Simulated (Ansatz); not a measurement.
BaTiO3:

```
CELL_PARAMETERS angstrom
3.99980 0.00000 0.00000
0.00000 3.99980 0.00000
0.00000 0.00000 4.01800
ATOMIC_POSITIONS crystal
Ba 0.00000 0.00000 0.00000
Ti 0.50000 0.50000 0.49000
O 0.00000 0.50000 0.51700
O 0.50000 0.00000 0.51700
O 0.50000 0.50000 0.01900
```

- Program: Ansatz 0.2.0
- Task: relaxation of cell and atoms
- Functional: PBE
- Dispersion: D3(BJ)-ATM
- Potentials or basis: Ansatz PAW
- Cutoff: 420 eV (not typed: the program's choice for these potentials)
- k mesh: 7 × 7 × 7
- Occupations: fermi-dirac, width 0.05 eV
- Spin: no spin polarisation

At the start: volume 12.86 Å³/atom.

Task: How do energy, volume and symmetry change on relaxing?

Result: It ends after 11 steps and the volume is 12.97 Å³/atom (+0.9 %); space group P4mm (No. 99, to 0.05 Å).

The path:
```
step  energy change (eV)  largest force (eV/Å)  volume (Å³)
   1              0.0000                0.3114        64.28
   2             -0.0040                0.1689        64.20
   3             -0.0054                0.2247        64.19
   4             -0.0088                0.2309        64.25
   5             -0.0106                0.1817        64.83
   6             -0.0127                0.0181        64.75
   7             -0.0125                0.0051        64.81
   8             -0.0126                0.0019        64.79
   9             -0.0151                0.0017        64.79
  10             -0.0149                0.0062        64.86
  11             -0.0152                0.0062        64.86
```

Final structure:
```
Ba Ti O
1.0
     3.97546    0.00000    0.00000
     0.00000    3.97546    0.00000
     0.00000    0.00000    4.10411
Ba Ti O
1 1 3
Direct
  0.00000 0.00000 0.99559
  0.50000 0.50000 0.47834
  0.00000 0.50000 0.51838
  0.50000 0.00000 0.51838
  0.50000 0.50000 0.03232
```

Caveat: the plane-wave basis is chosen anew once the cell has moved, so the energies of steps on either side of that aren't comparable; the pressure holds a Pulay correction of +0.5 GPa for the finite cutoff.
